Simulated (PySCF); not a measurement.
Spectrum to structure. Level of theory: TDDFT B3LYP/def2-SVPD, vertical, gas phase, core orbitals frozen in the response (PySCF 2.14.0, density-fitted response routines). Geometries: GFN2-xTB, one conformer each.

| state | ν̃ (cm⁻¹) | f | main configurations (H = HOMO, L = LUMO) |
| --- | --- | --- | --- |
| S1 | 40420 | 0.011 | H→L (96%) |
| S2 | 43510 | 0.0037 | H→L+1 (81%), H→L+2 (13%) |
| S3 | 44680 | 0.0031 | H→L+2 (82%), H→L+1 (12%) |
| S4 | 46080 | 0.016 | H-1→L (94%) |
| S5 | 46980 | 0.017 | H→L+3 (93%) |
| S6 | 49090 | 0.062 | H-1→L+1 (74%), H-1→L+2 (20%) |
| S7 | 49210 | 0.0069 | H→L+4 (89%) |
| S8 | 50740 | 0.063 | H-1→L+2 (73%), H-1→L+1 (18%) |

Question: Which candidate is it?
A. `CN(C)[SiH2]P[SiH3]`
B. `C(CC#N)[P@@H](=O)C`
C. `c1cn[nH]c1`

Answer: A. Its S1, at 5.01 eV, is the lowest among the candidates; the nearest of the others has S1 at 6.60 eV. S1 is HOMO→LUMO (96%). Löwdin shares by element: HOMO nitrogen 54%, carbon 16%, silicon 8% or more (atoms not listed hold the other 21%); LUMO silicon 33%, phosphorus 19%, hydrogen 7% or more (atoms not listed hold the other 41%). At the same level the other candidates give, for their lowest levels:
- `C[P@H](=O)CCC#N`: 6.89 eV (f 0.014); 6.92 eV (f 0.008); 7.03 eV (f 0.004); 7.15 eV (f 0.025); 7.35 eV (f 0.002); T1 6.47 eV; HOMO -7.90, LUMO -0.18 eV
- `c1cn[nH]c1`: 6.60 eV (f 0.006); 6.72 eV (f 0.004); 6.74 eV (f 0.057); 6.94 eV (f 0.000); 7.09 eV (f 0.080); T1 4.76 eV; HOMO -7.05, LUMO 0.17 eV

Conformer computed: `[CH3:1][N:2]([CH3:3])[SiH2:4][PH:5][SiH3:6]`: C1–N2–Si4–P5 -20°, N2–Si4–P5–Si6 92°.
Triplets come from the Tamm–Dancoff approximation.
